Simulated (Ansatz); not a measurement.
# NbP: one candidate structure

Where does NbP go from the start given, structure listed in a database for this formula (I4_1md, No. 109)?

Method: DFT PBE, scalar-relativistic, plane waves, PAW, in Ansatz 0.2.0.

## Step 1: Starting point

It takes space group I4_1md (No. 109, tetragonal). Conventional cell: a = 3.350 Å, b = 3.350 Å, c = 11.480 Å, α = 90.00°, β = 90.00°, γ = 90.00°. Nb (site symmetry 2mm) is surrounded by 6 P at 2.55 Å. Around P (site symmetry 2mm) lie 6 Nb at 2.55 Å.

Coordinates:

```cif
data_structure
_symmetry_space_group_name_H-M 'I4_1md'
_symmetry_Int_Tables_number 109
_cell_length_a 3.3498
_cell_length_b 3.3498
_cell_length_c 11.4802
_cell_angle_alpha 90.000
_cell_angle_beta 90.000
_cell_angle_gamma 90.000
_cell_volume 128.82
loop_
_atom_site_label
_atom_site_type_symbol
_atom_site_symmetry_multiplicity
_atom_site_Wyckoff_symbol
_atom_site_fract_x
_atom_site_fract_y
_atom_site_fract_z
_atom_site_occupancy
Nb1 Nb 4 a 0.50000 0.50000 0.99988 1
P1 P 4 a 0.00000 0.00000 0.08275 1
```

## Step 2: A first look at the start

input.yaml

```yaml
crystal:
  lattice:
    - [-1.6749232544, 1.6749232544, 5.7401081759]
    - [1.6749232544, -1.6749232544, 5.7401081759]
    - [1.6749232544, 1.6749232544, -5.7401081759]
  atoms:
    - { symbol: Nb, position: [0.7498808, 0.7498808, 0.0] }
    - { symbol: Nb, position: [0.4998808, 0.9998808, 0.5] }
    - { symbol: P, position: [0.33274777, 0.33274777, 0.0] }
    - { symbol: P, position: [0.08274778, 0.58274778, 0.5] }
basis:
  ecutwfc: 420
kpoints:
  mp_grid: { grid: [8, 8, 8] }
hamiltonian:
  xc: pbe
scf:
  occupations: { method: gaussian, width: 0.1 }
  lower_state_search: "off"
output:
  forces: true
  stress: true
  eigenvalues: true
```

Launch:

```bash
> ansatz run input.yaml --threads 1 --pin off --max-ram 2560MiB --backend cpu --events-out ev --progress --plain --runs-dir out
```

The program printed, shortened:

```text
Warning: RAYON_NUM_THREADS=1 ignored (pool sized by the plan → 1); use --threads N
[...]
Pseudopotentials: kind: paw
Pseudopotential: Nb, paw, valence charge 13, recommended cutoff 420 eV (normal), Nb.paw.azcp
Pseudopotential: P, paw, valence charge 5, recommended cutoff 420 eV (normal), P.paw.azcp
Functional definition: PBE
[...]
Crystal: 4 atoms, lattice volume = 64.412 Å³
Basis set: ecut = 420 eV, 1231 PW (Γ), FFT grids on a1+a3, a2+a3, a3, exchange–correlation on 48×48×90 points (8 copies of the dense FFT grid, shifted against one another)
Bands: 22, of which v1, the nominal top of the filled ones, is band 18 counted from 1 (17 counted from 0)
Symmetry: 8 space group operations
Space group: I41md (ITA 109), of the structure as read, at distance tolerance 4.0e-5 Å
k-points: 59 of 512 (time reversal used)
[...]
SCF iter   1: F=—  HF=-10620.058378 eV  |F-HF|=—  |Δ(HF+E_count)|=         —  Δρ=8.18e-3  dr2=3.15e-2  ethr=1.77e-3  ⟨swp⟩=5.5  Hψ=6361  notcnv=0
[...]
SCF iter   6: F=-10620.057380 eV  HF=-10620.057380 eV  |F-HF|=2.54e-9  |Δ(HF+E_count)|=   2.14e-8  Δρ=5.23e-6  dr2=1.62e-8  ethr=2.78e-10  ⟨swp⟩=5.2  Hψ=5358  notcnv=0
[...]
SCF converged after 6 iterations
Free energy (F): -10620.057380 eV
[...]
E sigma→0 (E₀):  -10620.055117 eV
Entropy (-TS):   -0.004527 eV (-1.132 meV/atom)
Fermi energy:    14.849822 eV
[...]
--- Forces (eV/Å), atoms counted from 1 ---
  atom   1  Nb    -0.00000000    -0.00000000     0.01852501
  atom   2  Nb     0.00000000    -0.00000000     0.01852501
  atom   3  P     -0.00000000     0.00000000    -0.01852271
  atom   4  P      0.00000000    -0.00000000    -0.01852271
[...]
--- Stress (GPa, compression-positive) ---
       -1.010810      -0.000000      -0.000000
       -0.000000      -1.010810      -0.000000
       -0.000000      -0.000000      -1.031379
  P = ⅓ Tr σ = -1.0177 GPa (-10.177 kbar)
--- Band table (eV; the first three rows and the last of 59) ---
  k-point 0: bands = ["-40.0745", "-40.0379", "-16.3450", "-16.1483", "-16.1483", "-16.0063", "-16.0063", "-15.9649", "2.1439", "4.5388", "8.7005", "11.8355", "12.6230", "12.6230", "12.7278", "13.1446", "13.4989", "13.4989", "15.6836", "16.4454", "17.4965", "17.9835"]
[...]
```

It took 6.1 s on 1 thread of Intel Xeon Platinum 8375C at 2.90GHz (Ice Lake), shared host; peak memory 0.43 GiB.

Read-out: pressure -1.0 GPa, largest force 0.02 eV/Å, gap on this mesh none (metal). By this gap the next run takes a mesh of 20×20×20.

## Step 3: Relaxing cell and atoms

input.yaml: that of step 2 with these lines changed.

```diff
@@ -13,3 +13,3 @@
 kpoints:
-  mp_grid: { grid: [8, 8, 8] }
+  mp_grid: { grid: [20, 20, 20] }
 hamiltonian:
@@ -18,3 +18,2 @@
   occupations: { method: gaussian, width: 0.1 }
-  lower_state_search: "off"
 output:
@@ -23 +22,6 @@
   eigenvalues: true
+relax:
+  adjacent_minimum: "off"
+  f_tol: 0.01
+  max_steps: 80
+  cell: { stress_tol: 0.05 }
```

Launch:

```bash
> ansatz run input.yaml --threads 1 --pin off --max-ram 2560MiB --backend cpu --events-out ev --progress --plain --runs-dir out
```

The program printed:

```text
Warning: RAYON_NUM_THREADS=1 ignored (pool sized by the plan → 1); use --threads N
basis.fft_grid_basis auto: the FFT boxes are laid along the combinations [[1, 0, 1], [0, 1, 1], [0, 0, 1]] of the cell's own vectors, 3.350, 3.350 and 6.210 Å long. The dense box has 24×24×45 points. Along the cell's own vectors, as sized, it would have 45×45×45, 3.52 times as many. Of the 8 symmetry operations that the crystal satisfies within crystal.symmetry.tolerance (time reversal apart; of a slab, those that keep its plane) the dense box along the cell's own vectors carries 8, and the one as laid loses 6 of those. basis.fft_grid_basis: typed keeps the cell's own vectors: state it where this run's energies or levels are differenced outside the engine with another run's, or held beside a run that keeps those vectors.
Engine: ansatz 0.2.0, x86_64-unknown-linux-gnu
[... 4 set-up lines as earlier in the session ...]
  parameter kappa = 0.804
  parameter beta = 0.06672455060314922
  exchange = pbe_x(kappa = kappa, mu = beta*pi^2/3)
  correlation = pbe_c(beta = beta)
Crystal: 4 atoms, lattice volume = 64.412 Å³
Basis set: ecut = 420 eV, 1231 PW (Γ), FFT grids on a1+a3, a2+a3, a3, exchange–correlation on 48×48×90 points (8 copies of the dense FFT grid, shifted against one another)
Bands: 22, of which v1, the nominal top of the filled ones, is band 18 counted from 1 (17 counted from 0)
[... 2 set-up lines as earlier in the session ...]
k-points: 641 of 8000 (time reversal used)
Non-local potential: Nb, projectors of the file, l = 0: 3, l = 1: 2, l = 2: 2, l = 3: 1
Non-local potential: P, projectors of the file, l = 0: 2, l = 1: 2, l = 2: 2
PAW form: soft (Blöchl's): semilocal exchange-correlation on the pseudo side does not see the compensation charge
PAW one-centre angular grid: Nb, 590 points (default); XC on 64 Gauss nodes
PAW one-centre angular grid: P, 110 points (default); XC on 64 Gauss nodes
Initial density: superposition of atomic densities (neutral atoms: chi_scale 0, normalization atom), corrected by the library's trained network
Initial wavefunctions: pseudopotential atomic-orbital guess
Functional: x = pbe(κ = 0.804, μ = 0.2195149727645171), c = pbe(β = 0.06672455060314922)
SCF iter   1: F=—  HF=-10620.071785 eV  |F-HF|=—  |Δ(HF+E_count)|=         —  Δρ=8.08e-3  dr2=3.00e-2  ethr=1.77e-3  ⟨swp⟩=5.5  Hψ=69369  notcnv=0
preconditioner: auto → Kerker (q_TF=auto, 2.476 Å⁻¹)  [metal: Δε(μ)=0.019 eV  Ē_g=6.516 eV  σ=0.100 eV  W_gap=0.11  n_scr=12 (ndim 8)  ℏωp=20.7 eV  f_vac=0.000  D(μ)=0.35/eV (n_scr^D=0)]
SCF iter   2: F=—  HF=-10620.070549 eV  |F-HF|=—  |Δ(HF+E_count)|=   1.24e-3  Δρ=4.50e-3  dr2=8.10e-3  ethr=8.35e-5  ⟨swp⟩=1.1  Hψ=19286  notcnv=0
SCF iter   3: F=—  HF=-10620.071091 eV  |F-HF|=—  |Δ(HF+E_count)|=   5.42e-4  Δρ=7.22e-4  dr2=2.73e-4  ethr=2.25e-5  ⟨swp⟩=2.1  Hψ=18998  notcnv=0
SCF iter   4: F=—  HF=-10620.071095 eV  |F-HF|=—  |Δ(HF+E_count)|=   3.81e-6  Δρ=1.18e-4  dr2=8.54e-6  ethr=7.59e-7  ⟨swp⟩=2.6  Hψ=23873  notcnv=0
SCF iter   5: F=—  HF=-10620.071096 eV  |F-HF|=—  |Δ(HF+E_count)|=   1.56e-6  Δρ=2.10e-5  dr2=2.88e-7  ethr=2.37e-8  ⟨swp⟩=2.5  Hψ=20926  notcnv=0
SCF iter   6: F=-10620.071096 eV  HF=-10620.071096 eV  |F-HF|=3.08e-9  |Δ(HF+E_count)|=   1.90e-8  Δρ=5.27e-6  dr2=1.62e-8  ethr=2.78e-10  ⟨swp⟩=5.1  Hψ=58569  notcnv=0
SCF 1 converged in 6 iterations: F = -10620.071096 eV  dr2 = 1.62e-8
relax step   1: F+E_penalty+E_count = -10620.07109647 eV  Δ(F+E_penalty+E_count) = +0.000e0 eV  max|allowed force component| = 1.516e-2 eV/Å  Δτ_max = 0.0000 Å  P = -1.107 GPa  Ω = 64.412 Å³  (6 SCF iters, dr2 threshold 1.00e-7 eV, accepted)
Crystal: 4 atoms, lattice volume = 63.718 Å³
Initial density: handed on by an earlier stage of this run
Initial wavefunctions: those handed on with the density
iter 1 solved again at ethr=1.28e-6 eV; its pass at ethr=3.10e-3 eV (dr2=4.60e-4 eV) is discarded
SCF iter   1: F=—  HF=-10620.071847 eV  |F-HF|=—  |Δ(HF+E_count)|=         —  Δρ=9.70e-4  dr2=5.13e-4  ethr=1.28e-6  ⟨swp⟩=2.7  Hψ=87822  notcnv=0
preconditioner: auto → Kerker (q_TF=auto, 2.481 Å⁻¹)  [metal: Δε(μ)=0.013 eV  Ē_g=6.530 eV  σ=0.100 eV  W_gap=0.07  n_scr=12 (ndim 8)  ℏωp=20.8 eV  f_vac=0.000  D(μ)=0.38/eV (n_scr^D=0)]
SCF iter   2: F=—  HF=-10620.071771 eV  |F-HF|=—  |Δ(HF+E_count)|=   7.60e-5  Δρ=5.86e-4  dr2=1.99e-4  ethr=1.28e-6  ⟨swp⟩=1.0  Hψ=14102  notcnv=0
SCF iter   3: F=—  HF=-10620.071727 eV  |F-HF|=—  |Δ(HF+E_count)|=   4.42e-5  Δρ=6.83e-5  dr2=2.65e-6  ethr=5.52e-7  ⟨swp⟩=2.0  Hψ=20330  notcnv=0
iter 4 did not close the SCF: its close was put off for the readings that it lacked (scf_convergence_deferred on its scf_iter line)
SCF iter   4: F=-10620.071727 eV  HF=-10620.071727 eV  |F-HF|=1.13e-8  |Δ(HF+E_count)|=   2.06e-7  Δρ=1.25e-5  dr2=9.75e-8  ethr=7.35e-9  ⟨swp⟩=2.9  Hψ=24296  notcnv=0
iter 5 did not close the SCF: its close was put off for the readings that it lacked (scf_convergence_deferred on its scf_iter line)
SCF iter   5: F=-10620.071727 eV  HF=-10620.071727 eV  |F-HF|=1.11e-10  |Δ(HF+E_count)|=   5.77e-9  Δρ=2.99e-6  dr2=6.49e-9  ethr=2.71e-10  ⟨swp⟩=2.1  Hψ=18778  notcnv=0
SCF iter   6: F=-10620.071727 eV  HF=-10620.071727 eV  |F-HF|=2.36e-11  |Δ(HF+E_count)|=  4.62e-10  Δρ=7.59e-7  dr2=3.80e-10  ethr=1.80e-11  ⟨swp⟩=1.4  Hψ=37203  notcnv=0
SCF 2 converged in 6 iterations: F = -10620.071727 eV  dr2 = 3.80e-10
relax step   2: F+E_penalty+E_count = -10620.07172688 eV  Δ(F+E_penalty+E_count) = -6.304e-4 eV  max|allowed force component| = 1.632e-2 eV/Å  Δτ_max = 0.0039 Å  P = +0.763 GPa  Ω = 63.718 Å³  energy of the carried Pulay correction = +1.194e-4 eV  (6 SCF iters, dr2 threshold 4.00e-7 eV, accepted)
Crystal: 4 atoms, lattice volume = 64.010 Å³
iter 1 solved again at ethr=3.98e-7 eV; its pass at ethr=3.10e-3 eV (dr2=1.43e-4 eV) is discarded
SCF iter   1: F=—  HF=-10620.072886 eV  |F-HF|=—  |Δ(HF+E_count)|=         —  Δρ=5.18e-4  dr2=1.58e-4  ethr=3.98e-7  ⟨swp⟩=3.1  Hψ=86469  notcnv=0
preconditioner: auto → Kerker (q_TF=auto, 2.479 Å⁻¹)  [metal: Δε(μ)=0.017 eV  Ē_g=6.510 eV  σ=0.100 eV  W_gap=0.09  n_scr=12 (ndim 8)  ℏωp=20.8 eV  f_vac=0.000  D(μ)=0.37/eV (n_scr^D=0)]
SCF iter   2: F=—  HF=-10620.072863 eV  |F-HF|=—  |Δ(HF+E_count)|=   2.35e-5  Δρ=3.11e-4  dr2=6.01e-5  ethr=3.98e-7  ⟨swp⟩=1.0  Hψ=14102  notcnv=0
SCF iter   3: F=—  HF=-10620.072847 eV  |F-HF|=—  |Δ(HF+E_count)|=   1.55e-5  Δρ=3.70e-5  dr2=8.10e-7  ethr=1.67e-7  ⟨swp⟩=2.0  Hψ=20164  notcnv=0
iter 4 did not close the SCF: its close was put off for the readings that it lacked (scf_convergence_deferred on its scf_iter line)
SCF iter   4: F=-10620.072847 eV  HF=-10620.072847 eV  |F-HF|=1.68e-9  |Δ(HF+E_count)|=   1.95e-8  Δρ=7.61e-6  dr2=2.81e-8  ethr=2.25e-9  ⟨swp⟩=2.7  Hψ=23840  notcnv=0
iter 5 did not close the SCF: its close was put off for the readings that it lacked (scf_convergence_deferred on its scf_iter line)
SCF iter   5: F=-10620.072847 eV  HF=-10620.072847 eV  |F-HF|=3.97e-10  |Δ(HF+E_count)|=   1.52e-9  Δρ=1.36e-6  dr2=1.54e-9  ethr=7.80e-11  ⟨swp⟩=2.1  Hψ=20532  notcnv=0
SCF iter   6: F=-10620.072847 eV  HF=-10620.072847 eV  |F-HF|=1.64e-11  |Δ(HF+E_count)|=  3.64e-12  Δρ=3.64e-7  dr2=8.44e-11  ethr=4.29e-12  ⟨swp⟩=1.0  Hψ=35998  notcnv=0
SCF 3 converged in 6 iterations: F = -10620.072847 eV  dr2 = 8.44e-11
relax step   3: F+E_penalty+E_count = -10620.07284727 eV  Δ(F+E_penalty+E_count) = -1.120e-3 eV  max|allowed force component| = 6.215e-4 eV/Å  Δτ_max = 0.0021 Å  P = -0.012 GPa  Ω = 64.010 Å³  energy of the carried Pulay correction = +6.898e-5 eV  (6 SCF iters, dr2 threshold 4.00e-7 eV, accepted)
Initial wavefunctions: pseudopotential atomic-orbital guess (no wavefunctions were taken with the density)
iter 1 solved again at ethr=1.04e-8 eV; its pass at ethr=3.10e-3 eV (dr2=3.73e-6 eV) is discarded
SCF iter   1: F=—  HF=-10620.072779 eV  |F-HF|=—  |Δ(HF+E_count)|=         —  Δρ=9.18e-6  dr2=7.05e-9  ethr=1.04e-8  ⟨swp⟩=3.5  Hψ=115516  notcnv=0
preconditioner: auto → Kerker (q_TF=auto, 2.479 Å⁻¹)  [metal: Δε(μ)=0.015 eV  Ē_g=6.510 eV  σ=0.100 eV  W_gap=0.09  n_scr=12 (ndim 8)  ℏωp=20.8 eV  f_vac=0.000  D(μ)=0.37/eV (n_scr^D=0)]
SCF iter   2: F=—  HF=-10620.072781 eV  |F-HF|=—  |Δ(HF+E_count)|=   2.06e-6  Δρ=4.84e-6  dr2=1.88e-9  ethr=1.96e-11  ⟨swp⟩=2.5  Hψ=24174  notcnv=0
iter 3 did not close the SCF: its close was put off for the readings that it lacked (scf_convergence_deferred on its scf_iter line)
SCF iter   3: F=-10620.072781 eV  HF=-10620.072781 eV  |F-HF|=1.09e-11  |Δ(HF+E_count)|=   3.75e-9  Δρ=2.54e-7  dr2=1.35e-11  ethr=5.23e-12  ⟨swp⟩=2.1  Hψ=25288  notcnv=0
iter 4 did not close the SCF: its close was put off for the readings that it lacked (scf_convergence_deferred on its scf_iter line)
SCF iter   4: F=-10620.072781 eV  HF=-10620.072781 eV  |F-HF|=3.64e-12  |Δ(HF+E_count)|=  1.27e-11  Δρ=5.22e-8  dr2=1.28e-12  ethr=1.00e-12  ⟨swp⟩=1.0  Hψ=14102  notcnv=0
iter 5 did not close the SCF: its close was put off for the readings that it lacked (scf_convergence_deferred on its scf_iter line)
SCF iter   5: F=-10620.072781 eV  HF=-10620.072781 eV  |F-HF|=1.82e-12  |Δ(HF+E_count)|=  5.46e-12  Δρ=1.32e-8  dr2=1.42e-13  ethr=1.00e-12  ⟨swp⟩=1.0  Hψ=14102  notcnv=0
iter 6 did not close the SCF: its close was put off for the readings that it lacked (scf_convergence_deferred on its scf_iter line)
SCF iter   6: F=-10620.072781 eV  HF=-10620.072781 eV  |F-HF|=0.00e0  |Δ(HF+E_count)|=  3.64e-12  Δρ=3.34e-9  dr2=8.84e-15  ethr=1.00e-12  ⟨swp⟩=1.0  Hψ=14102  notcnv=0
SCF iter   7: F=-10620.072781 eV  HF=-10620.072781 eV  |F-HF|=0.00e0  |Δ(HF+E_count)|=    0.00e0  Δρ=7.74e-10  dr2=6.21e-16  ethr=1.00e-12  ⟨swp⟩=1.0  Hψ=30768  notcnv=0
SCF 4 converged in 7 iterations: F = -10620.072781 eV  dr2 = 6.21e-16
relax step   4: F+E_penalty+E_count = -10620.07278107 eV  Δ(F+E_penalty+E_count) = +6.621e-5 eV  max|allowed force component| = 6.190e-4 eV/Å  Δτ_max = 0.0000 Å  P = -0.013 GPa  Ω = 64.010 Å³  stress off target by 1.69e-2 GPa  SCF on the basis re-selected at this cell (its energy is not comparable with the rows above)  (7 SCF iters)
basis re-selected at this cell: Δ(F+E_penalty+E_count) = +6.621e-5 eV, ΔP = -0.001 GPa vs the last step (what re-selecting the basis moved, of the pressure what is left beyond the Pulay correction that the steps carried, after the strain that the cell walked since its last selection, with what the two solves' SCF thresholds leave and, on support functions, any second-order correction that the steps lacked; it is no measure of the basis error at this ecutwfc). This SCF's stress stands 1.69e-2 GPa from its target on what of the cell is left free (relax.cell.stress_tol is 5.00e-2 GPa) and its largest allowed force component is 6.19e-4 eV/Å (relax.f_tol is 1.00e-2 eV/Å): within both
SCF converged after 7 iterations
Free energy (F): -10620.072781 eV
Harris-Foulkes:  -10620.072781 eV  (|F-HF|=0.00e0)
Internal energy: -10620.070934 eV  (E = F + TS)
E sigma→0 (E₀):  -10620.071857 eV
Entropy (-TS):   -0.001847 eV (-0.462 meV/atom)
Fermi energy:    14.966185 eV
--- Per-component energies (eV) ---
  E_band       = -143.506965
  E_kinetic    = 934.110906
  E_local      = -1719.690953  (includes V_loc(G=0)·N_el)
  E_nonlocal   = 304.798315
  E_hartree    = 559.249398
  E_xc         = -477.577139
  E_vxc        = -552.246426  (∫ρ·V_xc dr)
  E_paw        = -7284.866943  (= ΣΔE_a)
  E_vpaw       = -228.977627  (= ΣTr[D̂ρ^β])
  E_aug_tail   = 0.000022  (compensation charges beyond the density's cutoff)
  E_ewald      = -2936.094541
  E_smearing   = -0.001847  (= −TS)
  E_closure    = 0.000000  (closes the sum)
  Σ components = -10620.072781   (vs F -10620.072781, Δ=0.00e0)
--- Forces (eV/Å), atoms counted from 1 ---
  atom   1  Nb    -0.00000000     0.00000000    -0.00061904
  atom   2  Nb     0.00000000    -0.00000000    -0.00061904
  atom   3  P     -0.00000000     0.00000000     0.00061903
  atom   4  P      0.00000000     0.00000000     0.00061903
  max |Σ_I F_I| component: 1.21e-8 eV/Å
--- Stress (GPa, compression-positive) ---
       -0.010328       0.000000      -0.000000
        0.000000      -0.010328      -0.000000
       -0.000000      -0.000000      -0.016870
  P = ⅓ Tr σ = -0.0125 GPa (-0.125 kbar)
--- Band table (eV; the first three rows and the last of 641) ---
  k-point 0: bands = ["-39.9420", "-39.9035", "-16.2228", "-16.0194", "-16.0194", "-15.8749", "-15.8749", "-15.8291", "2.2188", "4.6485", "8.7884", "11.9352", "12.7168", "12.7168", "12.8286", "13.2628", "13.6017", "13.6017", "15.7812", "16.5627", "17.6460", "18.1044"]
  k-point 1: bands = ["-39.9409", "-39.9029", "-16.2192", "-16.0265", "-16.0247", "-15.8824", "-15.8802", "-15.8279", "2.2872", "4.6714", "8.8223", "11.8201", "12.6615", "12.7417", "12.7848", "13.1515", "13.5909", "13.6840", "15.6702", "16.3986", "17.6198", "17.9084"]
  k-point 2: bands = ["-39.9377", "-39.9012", "-16.2092", "-16.0468", "-16.0396", "-15.9024", "-15.8952", "-15.8265", "2.4863", "4.7319", "8.9352", "11.5334", "12.4534", "12.5488", "12.5812", "13.1044", "13.7320", "13.8716", "15.4207", "15.9766", "17.6136", "17.6902"]
  k-point 640: bands = ["-39.9228", "-39.9228", "-16.0293", "-16.0293", "-16.0280", "-16.0280", "-15.8661", "-15.8661", "3.2080", "3.2080", "10.9454", "10.9454", "12.2487", "12.2487", "12.2884", "12.2884", "14.4276", "14.4276", "16.1459", "16.1459", "17.2895", "17.2895"]
--- Relaxed structure (3 steps of the walk, 3 accepted, 1 SCFs on fresh bases) ---
  F+E_penalty+E_count = -10620.07278107 eV   max|allowed force component| = 6.190e-4 eV/Å   (the final SCF, on the basis selected at the relaxed cell)
  cell:  # Å, volume = 64.0103 Å³
    - [-1.673568081270442, 1.673568081270442, 5.713515594805429]
    - [1.673568081270442, -1.673568081270442, 5.713515594805429]
    - [1.673568081270442, 1.673568081270442, -5.713515594805429]
  atoms:
    - { symbol: Nb, position: [0.7500390632524266, 0.7500390632524266, -1.3257597119943547e-33] }
    - { symbol: Nb, position: [0.5000390632524264, 1.0000390632524265, 0.5] }
    - { symbol: P, position: [0.3325895117475733, 0.3325895117475734, 0.0] }
    - { symbol: P, position: [0.08258951174757338, 0.5825895117475735, 0.49999999999999994] }
```

It took 5.4 min on 1 thread of Intel Xeon Platinum 8375C at 2.90GHz (Ice Lake), shared host; peak memory 1.1 GiB.

Relaxation path:

| step | energy from step 1 (eV/cell) | largest force component (eV/Å) | pressure (GPa) | volume (Å³) |
| --- | --- | --- | --- | --- |
| 1 | 0.0000 | 0.0152 | -1.11 | 64.41 |
| 2 | -0.0006 | 0.0163 | 0.76 | 63.72 |
| 3 | -0.0018 | 0.0006 | -0.01 | 64.01 |
| 4 | -0.0017 | 0.0006 | -0.01 | 64.01 |

Step 1 is the start. Step 4 repeats the geometry before it on a plane-wave basis chosen anew for that cell, so its energy need not be comparable with the rows above.

Lengths and angles in the start's conventional setting:

|  | before | after | change |
| --- | --- | --- | --- |
| a (Å) | 3.350 | 3.347 | -0.1 % |
| b (Å) | 3.350 | 3.347 | -0.1 % |
| c (Å) | 11.480 | 11.427 | -0.5 % |
| volume (Å³/atom) | 16.10 | 16.00 | -0.6 % |
| shortest distance (Å) | 2.547 | 2.542 | -0.2 % |
| space group (0.01 Å) | I4_1md | I4_1md | same |

The run keeps the 8 symmetry operations of the start, so it could not have lowered the symmetry.

(Part 1 of 2 ends here.)
